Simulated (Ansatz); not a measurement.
# Rh (Fm-3m) in Ansatz: band structure with revPBE+D4

Aim: the band structure of Rh with revPBE+D4.

Program: Ansatz 0.2.0. These are calculated values, not measurements. Logs are shortened: lines on timing, memory, paths and dates and some standing lists are left out, and cuts for length are marked.

### 1 The crystal as given

The structure is cubic, space group Fm-3m (No. 225). The conventional cell has a = 3.796 Å, b = 3.796 Å, c = 3.796 Å, α = 90.00°, β = 90.00°, γ = 90.00°. Rh (site symmetry m-3m) is surrounded by 12 Rh at 2.68 Å.

### 2 Band structure, revPBE+D4, non-collinear spin, program default start, spin-orbit coupling

Input file input.yaml:

```yaml
crystal:
  lattice:
    - [0.0, 1.89785, 1.89785]
    - [1.89785, 0.0, 1.89785]
    - [1.89785, 1.89785, 0.0]
  atoms:
    - { symbol: Rh, position_ang: [0.0, 0.0, 0.0] }
kpoints:
  mp_grid: { grid: [9, 9, 9] }
  band_path:
    path:
      - [0.0, 0.0, 0.0]
      - [0.5, 0.0, 0.5]
      - [0.5, 0.25, 0.75]
      - [0.375, 0.375, 0.75]
      - [0.0, 0.0, 0.0]
      - [0.5, 0.5, 0.5]
      - [0.625, 0.25, 0.625]
      - [0.5, 0.25, 0.75]
    npoints: 10
scf:
  occupations: { method: fermi_dirac, width: 0.1 }
hamiltonian:
  xc: revpbe
  dispersion: d4
  pseudopotentials: { kind: all_electron, lapw: { basis_error: 0.001 } }
magnetization:
  noncollinear: true
  spin_orbit: true
output:
  forces: true
  stress: true
  eigenvalues: true
```

Potentials or basis: all-electron LAPW, relativistic spinors.

Started as:

```console
$ ansatz run input.yaml --threads 1 --pin off --max-ram 2560MiB --backend cpu --events-out ev --progress --plain --runs-dir out
```

Standard output:

```text
Warning: RAYON_NUM_THREADS=1 ignored (pool sized by the plan → 1); use --threads N
LAPW: plane waves up to 8.545 Å⁻¹, error target 1.0e-3 eV per atom; Dirac's equation on spinors; Rh in spheres of 1.342 Å, 27 of its electrons in bands (how accurate: hamiltonian.pseudopotentials.lapw.basis_error, Limitations)
Engine: ansatz 0.2.0, x86_64-unknown-linux-gnu
Pseudopotentials: kind: all_electron
Pseudopotential: Rh, LAPW, valence charge 27, lapw/all_electron/dirac/gaussian/Rh, Dirac's equation, gaussian nucleus
Functional definition: revPBE
  parameter kappa = 1.245
  parameter beta = 0.06672455060314922
  exchange = pbe_x(kappa = kappa, mu = beta*pi^2/3)
  correlation = pbe_c(beta = beta)
non-collinear run that drives no moment, with spin-orbit: no starting moment large enough to seed its density (crystal.atoms[].spin), no starting occupations that ask for one, no magnetisation constraint and no magnetic field, so the semilocal B_xc is pinned to zero
Crystal: 1 atoms, lattice volume = 13.671 Å³
Basis set: ecut = 278.1623711179702 eV, 137 PW (Γ), exchange–correlation at level 2
Bands: 36, of which v1, the nominal top of the filled ones, is band 27 counted from 1 (26 counted from 0)
Symmetry: 48 space group operations + 48 with time reversal
Magnetic group: BNS 225.117 (UNI 1619), of the structure as read, at distance tolerance 2.4e-5 Å
k-points: 35 of 729
Non-local potential: Rh, projectors of the file, none
Initial density: superposition of atomic densities (chi_scale 0.1, normalization cell)
Initial wavefunctions: plane waves of lowest kinetic energy (no species holds an atomic orbital)
Functional: x = revpbe(κ = 1.245, μ = 0.2195149727645171), c = pbe(β = 0.06672455060314922)
iter 1 solved again at ethr=3.64e-4 eV; its pass at ethr=1.00e-1 eV (dr2=9.83e-2 eV) is discarded
SCF iter   1: F=—  HF=-130219.398200 eV  |F-HF|=—  |Δ(HF+E_count)|=         —  Δρ=3.81e-2  dr2=9.88e-2  dr2_m=0.00e0 (ungated)  ethr=3.64e-4  |M|=0.00e0 ∫|m|=0.00e0 μB  β_m=0.30  ⟨swp⟩=2.9  Hψ=8226  notcnv=0
preconditioner: auto → none  [metal: Δε(μ)=0.064 eV  Ē_g=13.831 eV  σ=0.100 eV  W_gap=0.16  n_scr=8 (ndim 8)  ℏωp=30.1 eV  f_vac=0.000  D(μ)=0.84/eV (n_scr^D=14)  sad-step TF]
SCF iter   2: F=—  HF=-130218.977537 eV  |F-HF|=—  |Δ(HF+E_count)|=   4.21e-1  Δρ=1.82e-2  dr2=2.50e-2  dr2_m=0.00e0 (ungated)  ethr=3.64e-4  |M|=0.00e0 ∫|m|=0.00e0 μB  β_m=0.36  ⟨swp⟩=2.0  Hψ=3766  notcnv=0
SCF iter   3: F=—  HF=-130218.941813 eV  |F-HF|=—  |Δ(HF+E_count)|=   3.57e-2  Δρ=7.07e-3  dr2=4.21e-3  dr2_m=0.00e0 (ungated)  ethr=9.26e-5  |M|=0.00e0 ∫|m|=0.00e0 μB  β_m=0.58  ⟨swp⟩=2.0  Hψ=3528  notcnv=0
iter 4 solved again at ethr=2.70e-7 eV; its pass at ethr=1.56e-5 eV (dr2=7.28e-5 eV) is discarded
SCF iter   4: F=—  HF=-130218.939707 eV  |F-HF|=—  |Δ(HF+E_count)|=         —  Δρ=9.44e-4  dr2=7.24e-5  dr2_m=0.00e0 (ungated)  ethr=2.70e-7  |M|=0.00e0 ∫|m|=0.00e0 μB  β_m=0.67  ⟨swp⟩=2.0  Hψ=6072  notcnv=0
the basis was enlarged: its passes take 1.8 MiB over the memory plan, 1 of 1 planned eigensolver slots
SCF iter   5: F=—  HF=-130218.939716 eV  |F-HF|=—  |Δ(HF+E_count)|=   9.33e-6  Δρ=6.76e-5  dr2=4.17e-7  dr2_m=0.00e0 (ungated)  ethr=2.68e-7  |M|=0.00e0 ∫|m|=0.00e0 μB  β_m=0.75  ⟨swp⟩=2.0  Hψ=3528  notcnv=0
SCF iter   6: F=—  HF=-130218.939713 eV  |F-HF|=—  |Δ(HF+E_count)|=   3.38e-6  Δρ=1.39e-5  dr2=1.73e-8  dr2_m=0.00e0 (ungated)  ethr=1.54e-9  |M|=0.00e0 ∫|m|=0.00e0 μB  β_m=0.81  ⟨swp⟩=3.0  Hψ=3704  notcnv=0
SCF iter   7: F=-130218.939713 eV  HF=-130218.939713 eV  |F-HF|=2.76e-10  |Δ(HF+E_count)|=   3.52e-9  Δρ=1.10e-6  dr2=6.67e-11  dr2_m=0.00e0 (ungated)  ethr=6.43e-11  |M|=0.00e0 ∫|m|=0.00e0 μB  ⟨swp⟩=3.0  Hψ=3610  notcnv=0
SCF 1 converged in 7 iterations: F = -130218.939713 eV  dr2 = 6.67e-11
NSCF: frozen V_eff on 71 k-points
SCF converged after 7 iterations
Magnetization: |M| = 0.0000 μB,  M = (+0.0000, +0.0000, +0.0000) μB
Absolute magnetization: 0.0000 μB (∫|m|)
  site 0: m = (+0.0000, +0.0000, +0.0000) μB, |m| = 0.0000 μB  (R = 1.34 Å)
Free energy (F): -130218.939713 eV
Harris-Foulkes:  -130218.939713 eV  (|F-HF|=2.76e-10)
Internal energy: -130218.899977 eV  (E = F + TS)
E sigma→0 (E₀):  -130218.919845 eV
Entropy (-TS):   -0.039736 eV (-39.736 meV/atom)
Fermi energy:    24.764452 eV
--- Per-component energies (eV) ---
  E_band       = -2764.861091
  E_kinetic    = 135754.846644
  E_xc         = -3787.608688
  E_electrostatic = -262184.715114  (all electrons and nuclei)
  E_disp       = -1.422819  (pairwise vdW)
  E_smearing   = -0.039736  (= −TS)
  E_closure    = -0.000000  (closes the sum)
  E_atoms      = -130210.720054  (free atoms, spherical and without spin; not in F)
  Σ components = -130218.939713   (vs F -130218.939713, Δ=0.00e0)
  Basis errors (estimates in eV, not in F): energy 2.0e-4 per atom: plane waves 1.6e-4 (1.2e-4 summed), levels above the bands 7.9e-85, relativity 1.2e-7, radial functions 3.5e-5, core shells 3.4e-7; eigenvalues (radial functions only) 4.3e-6; not estimated: angular momenta, meshes, grids; target (lapw.basis_error) 1.0e-3; muffin-tin radii Rh 1.342 Å
--- Forces (eV/Å), atoms counted from 1 ---
  atom   1  Rh     0.00000000     0.00000000     0.00000000
  max |Σ_I F_I| component: 6.73e-29 eV/Å
--- Stress (GPa, compression-positive) ---
       -4.485941       0.000000       0.000000
        0.000000      -4.485941       0.000000
        0.000000       0.000000      -4.485941
  P = ⅓ Tr σ = -4.4859 GPa (-44.859 kbar)
--- Band table (eV; the first three rows and the last of 35) ---
  k-point 0: bands = ["-274.9384", "-274.9384", "-274.9384", "-274.9384", "-270.0403", "-270.0403", "-270.0267", "-270.0267", "-270.0267", "-270.0267", "-54.0797", "-54.0797", "-24.2864", "-24.2864", "-20.3132", "-20.3132", "-20.3132", "-20.3132", "16.8390", "16.8390", "21.6163", "21.6163", "21.6163", "21.6163", "21.8710", "21.8710", "23.8283", "23.8283", "23.8283", "23.8283", "40.6032", "40.6032", "45.8721", "45.8721", "46.0298", "46.0298"]
  k-point 1: bands = ["-274.9384", "-274.9384", "-274.9384", "-274.9384", "-270.0403", "-270.0403", "-270.0267", "-270.0267", "-270.0267", "-270.0267", "-54.0663", "-54.0663", "-24.3186", "-24.3186", "-20.3826", "-20.3826", "-20.3264", "-20.3264", "17.3222", "17.3222", "21.4828", "21.4828", "21.7696", "21.7696", "22.0091", "22.0091", "23.7135", "23.7135", "23.7685", "23.7685", "41.2714", "41.2714", "43.9334", "43.9334", "46.6442", "46.6442"]
  k-point 2: bands = ["-274.9384", "-274.9384", "-274.9384", "-274.9384", "-270.0403", "-270.0403", "-270.0267", "-270.0267", "-270.0267", "-270.0267", "-54.0321", "-54.0321", "-24.4021", "-24.4021", "-20.5529", "-20.5529", "-20.3594", "-20.3594", "18.4091", "18.4091", "21.4081", "21.4081", "21.9244", "21.9244", "22.2502", "22.2502", "23.7638", "23.7638", "23.9389", "23.9389", "40.7127", "40.7127", "42.2533", "42.2533", "48.4949", "48.4949"]
  k-point 34: bands = ["-274.9384", "-274.9384", "-274.9384", "-274.9384", "-270.0403", "-270.0403", "-270.0267", "-270.0267", "-270.0267", "-270.0267", "-53.9284", "-53.9284", "-24.6382", "-24.6382", "-20.8490", "-20.8490", "-20.6717", "-20.6717", "19.7927", "19.7927", "20.5598", "20.5598", "21.3443", "21.3443", "23.7045", "23.7045", "25.6125", "25.6125", "32.5546", "32.5546", "35.5310", "35.5310", "36.6606", "36.6606", "38.3983", "38.3983"]
```

Wall time 51 s (1 thread of AMD EPYC 7R13 (Zen 3), shared host); peak memory 0.46 GiB.

Results:

- Free energy: -130218.9397 eV
- Pressure: -4.5 GPa
- Band gap along the path: none (metal or under the smearing width)
- Net moment: 0.00 μB per cell
- Absolute moment: 0.00 μB per cell

Levels at the corners of the path, in eV from the Fermi level:
```csv
point,band 22,band 23,band 24,band 25,band 26,band 27,band 28,band 29,band 30,band 31
Γ,-3.15,-3.15,-3.15,-2.89,-2.89,-0.94,-0.94,-0.94,-0.94,15.84
X,-5.95,0.56,0.56,0.94,0.94,1.19,1.19,3.31,3.31,12.40
W,-3.82,-3.76,-3.76,-1.16,-1.16,1.06,1.06,9.52,9.52,9.92
K,-4.76,-2.04,-2.04,-0.65,-0.65,0.44,0.44,7.94,7.94,8.72
Γ,-3.15,-3.15,-3.15,-2.89,-2.89,-0.94,-0.94,-0.94,-0.94,15.84
L,-3.28,-3.00,-3.00,0.54,0.54,0.71,0.71,0.77,0.77,8.78
U,-4.76,-2.04,-2.04,-0.65,-0.65,0.44,0.44,7.94,7.94,8.72
W,-3.82,-3.76,-3.76,-1.16,-1.16,1.06,1.06,9.52,9.52,9.92
```

Moments on the atoms (μB; x, y, z):
```
Rh  0.00 0.00 0.00
```

Caveat: the k mesh is thin for a metal, which can move the energy by tens of meV per atom; pairwise dispersion overbinds metals, which lowers pressure and volume.
